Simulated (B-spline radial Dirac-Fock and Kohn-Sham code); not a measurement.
# K-line shifts caused by a second vacancy in Hg¹⁴⁺

System: the Hg¹⁴⁺ ion, configuration [Kr] 4d10 4f14 5s2 5p4.

Level of theory: Dirac-Fock ΔSCF + Breit + QED; a radial B-spline solver. Each two-hole energy is an average over J within one jj subconfiguration, not an observable level; in light atoms, where LS coupling holds, the j-resolved values are not observed lines, and for a K spectator the Kα1 hypersatellite is nearly forbidden. Correlation and solid-state effects are left out.

Lines without a spectator: Kα2 (K-L2) 68889.9 eV, Kα1 (K-L3) 70815.9 eV, Kβ3 (K-M2) 79820.4 eV, Kβ1 (K-M3) 80252.0 eV. Shifts in eV with one spectator hole (a dash: not computed, or left out as unreliable):

```
spectator hole      Kα2      Kα1      Kβ3      Kβ1
        K (1s)  +1107.1  +1206.9  +1438.5  +1462.1
    L2 (2p1/2)   +146.0   +201.2        –   +371.2
    L3 (2p3/2)   +101.3   +114.7   +264.5        –
    M2 (3p1/2)        –    +33.0    +61.1    +72.6
    M3 (3p3/2)   +16.23        –    +49.0    +50.2
    M4 (3d3/2)    +5.40    +2.17        –        –
    M5 (3d5/2)    -0.43    +4.19        –        –
```
